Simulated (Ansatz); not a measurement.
## InP: band structure with PBE0

**What was measured.**

From a printed reference work, data compilation, for a bulk crystal of InP at 1.6 K: band gap 1.4236 eV (direct).

InP:

```
In P
1.0
     0.00000    2.93050    2.93050
     2.93050    0.00000    2.93050
     2.93050    2.93050    0.00000
In P
1 1
Cartesian
  0.0000 0.0000 0.0000
  4.3957 4.3957 4.3957
```

- Program: Ansatz 0.2.0
- Task: band structure
- Functional: PBE0
- Potentials or basis: Ansatz PAW
- Cutoff: 420 eV (not typed: the program's choice for these potentials)
- k mesh: 5 × 5 × 5
- Occupations: fermi-dirac, width 0.05 eV
- Spin: no spin polarisation
- Path: [["G", "X", "W", "K", "G", "L", "U", "W", "L", "K"], ["U", "X"]]
- Points for each segment of the path: 4

```yaml
Pressure: 1.3 GPa
Band_gap_on_the_k_mesh: 2.15 eV, direct
Band_gap_along_the_path: 2.15 eV, direct
```

Levels at the corners of the path, in eV from the valence-band top:
```
point  band 5  band 6  band 7  band 8  band 9  band 10  band 11  band 12  band 13  band 14
    Γ  -15.85  -12.83    0.00    0.00    0.00     2.15     5.60     5.60     5.60    10.27
    X  -15.81  -10.24   -6.33   -2.58   -2.58     3.03     3.67    11.14    11.63    11.63
    W  -15.83  -10.15   -6.14   -3.29   -3.22     5.73     6.12     7.21     7.73    12.21
    K  -15.83  -10.25   -6.16   -3.68   -2.16     3.72     5.99     9.26     9.32    10.09
    Γ  -15.85  -12.83    0.00    0.00    0.00     2.15     5.60     5.60     5.60    10.27
    L  -15.84  -10.95   -6.35   -1.08   -1.08     2.93     6.35     6.35     8.72    11.28
    U  -15.83  -10.25   -6.16   -3.68   -2.16     3.72     5.99     9.26     9.32    10.09
    W  -15.83  -10.15   -6.14   -3.29   -3.22     5.73     6.12     7.21     7.73    12.21
    L  -15.84  -10.95   -6.35   -1.08   -1.08     2.93     6.35     6.35     8.72    11.28
    K  -15.83  -10.25   -6.16   -3.68   -2.16     3.72     5.99     9.26     9.32    10.09
    U  -15.83  -10.25   -6.16   -3.68   -2.16     3.72     5.99     9.26     9.32    10.09
    X  -15.81  -10.24   -6.33   -2.58   -2.58     3.03     3.67    11.14    11.63    11.63
```

It took 3.5 min on 2 threads of Intel(R) Xeon(R) Platinum 8375C CPU @ 2.90GHz (Ice Lake), on a shared host, peak memory 0.89 GiB.

Against the measured gap of InP, 1.4236 eV (direct; 1.6 K; a printed reference work, data compilation), the calculated 2.15 eV is off by +0.72 eV. Spin-orbit coupling on In is left out. The value is that of PBE0, without temperature or zero-point motion.

Caveat: spin-orbit coupling is left out, which moves the levels of the heavy elements; the PAW data sets come from PBE, with cores solved anew for the run's functional, which leaves a small shift of forces and pressure; the thresholds are loose for stress.
